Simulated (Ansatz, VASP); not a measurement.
## Two plane-wave programs on Ir

```
CELL_PARAMETERS angstrom
0.00000 1.92803 1.92803
1.92803 0.00000 1.92803
1.92803 1.92803 0.00000
ATOMIC_POSITIONS crystal
Ir 0.00000 0.00000 0.00000
```

Alike in both runs: functional PBE; k mesh 18 × 18 × 18; occupations gaussian, width 0.1 eV; no spin polarisation.

Ansatz relaxed the structure, and its values are those at the end. VASP's run is a single point on that final structure, the one shown.

|  | VASP | Ansatz |
| --- | --- | --- |
| version | VASP 6.6.1 | Ansatz 0.2.0 |
| potentials or method | VASP PAW PBE potentials, release 64 (Ir) | scalar-relativistic, plane waves, PAW |
| plane-wave cutoff (eV) | 520 | 420 |
| valence electrons in the cell | 9 | 17 |

|  | VASP | Ansatz | Ansatz less VASP |
| --- | --- | --- | --- |
| gap on the k mesh at the Fermi level (eV) | none | none | - |
| pressure (GPa) | 4.5 | 4.0 | -0.45 |

A gap of «none» marks a metal or a gap that the smearing closes. The functional is the same, so the differences come from potentials, cutoffs and numerics. The two sets of potentials don't hold the same shells in valence.

The runs have no spin-orbit coupling, so splittings on Ir are missing.
